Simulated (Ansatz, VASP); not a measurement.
SrO in VASP and in Ansatz

```
Sr O
1.0
     4.27547    0.00000    0.00000
    -2.13773    3.70266    0.00000
     0.00000    0.00000    5.15559
Sr O
2 2
Cartesian
  0.0000 2.4684 3.8667
  2.1377 1.2342 1.2889
  0.0000 2.4684 1.2889
  2.1377 1.2342 3.8667
```

Measurements of this composition are mostly on another form, of space group No. 225.

Alike in both runs: task relaxation of cell and atoms; functional LDA; k mesh 9 × 9 × 6; occupations gaussian, width 0.02 eV; no spin polarisation.

|  | VASP | Ansatz |
| --- | --- | --- |
| version | VASP 6.6.1 | Ansatz 0.2.0 |
| potentials or method | VASP PAW LDA potentials, release 64 (Sr_sv, O) | scalar-relativistic, plane waves, PAW |
| plane-wave cutoff (eV) | 600 | 420 |
| valence electrons in the cell | 32 | 32 |

|  | VASP | Ansatz | Ansatz less VASP |
| --- | --- | --- | --- |
| gap on the k mesh at the Fermi level, each at its own relaxed structure (eV) | 2.61 | 2.64 | +0.030 |
| relaxed volume (Å³/atom) | 19.32 | 19.19 | -0.126 |
| relaxed cell length with the largest relative difference (Å) | 4.199 | 4.190 | -0.0096 |
| energy change over the relaxation (meV/atom) | -14 | -18 | -3.6 |

Ansatz warned: «pseudo_functional_mismatch».

Caveats: an odd mesh through Γ misses points on the zone boundary, where band edges often lie. Expect the measured gap to be larger: semilocal functionals such as LDA lack the derivative discontinuity.
